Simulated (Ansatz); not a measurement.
Ge:

```
Ge
1.0
     5.93000    0.00000    0.00000
     0.00000    5.93000    0.00000
     0.00000    0.00000    6.98000
Ge
12
Direct
  0.37500 0.16670 0.75000
  0.33330 0.87500 0.50000
  0.62500 0.83330 0.25000
  0.66670 0.12500 0.00000
  0.87500 0.33330 0.50000
  0.83330 0.62500 0.75000
  0.12500 0.66670 0.00000
  0.16670 0.37500 0.25000
  0.57500 0.42500 0.25000
  0.92500 0.92500 0.50000
  0.42500 0.57500 0.75000
  0.07500 0.07500 0.00000
```

This isn't the form of Ge at room conditions, which is diamond.

Base run:

* Program: Ansatz 0.2.0
* Functional: LDA
* Potentials or basis: all-electron LAPW, scalar-relativistic
* Cutoff: 296 eV (chosen from the basis error)
* Basis error allowed: 0.002 eV/atom
* k mesh: 5 × 5 × 4
* Occupations: fermi-dirac, width 0.05 eV
* Spin: no spin polarisation

Its results: band gap on the k mesh 0.61 eV, direct; pressure -1.4 GPa; largest force 0.821 eV/Å.

Problem. The run is repeated on the same cell with these changes: functional from LDA to PBEsol. What comes out?

Solution. Band gap on the k mesh 0.67 eV, direct; pressure 0.6 GPa; largest force 0.853 eV/Å.

PBEsol binds less tightly than LDA, so the same cell stands under more pressure.

Caveats: the mesh misses the band edges, which the band path finds closer together.
